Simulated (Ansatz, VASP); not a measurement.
# Two plane-wave programs on Ba

```
CELL_PARAMETERS angstrom
-2.07204 2.07204 1.93726
2.07204 -2.07204 1.93726
2.07204 2.07204 -1.93726
ATOMIC_POSITIONS crystal
Ba 0.00000 0.00000 0.00000
```

Alike in both runs: task single point; functional PBE; k mesh 6 × 6 × 6; occupations gaussian, width 0.1 eV; no spin polarisation.

|  | VASP | Ansatz |
| --- | --- | --- |
| version | VASP 6.6.1 | Ansatz 0.2.0 |
| potentials or method | VASP PAW PBE potentials, release 64 (Ba_sv) | scalar-relativistic, plane waves, PAW |
| plane-wave cutoff (eV) | 520 | 420 |
| valence electrons in the cell | 10 | 10 |

Ansatz gave:

| Property | Result |
| --- | --- |
| gap on the k mesh at the Fermi level (eV) | none |
| pressure (GPa) | 12.6 |
| largest component of the traceless stress (GPa) | 1.10 |

Problem. Which values does VASP return?

Solution. gap on the k mesh at the Fermi level (eV): none; pressure (GPa): 14.1; largest component of the traceless stress (GPa): 1.09.

A gap of «none» marks a metal or a gap that the smearing closes. The functional is the same, so the differences come from potentials, cutoffs and numerics.

Caveats: the k mesh is coarse (spacing up to 0.37 Å⁻¹), so the values aren't converged. Spin-orbit coupling is left out, which matters for the levels of Ba.
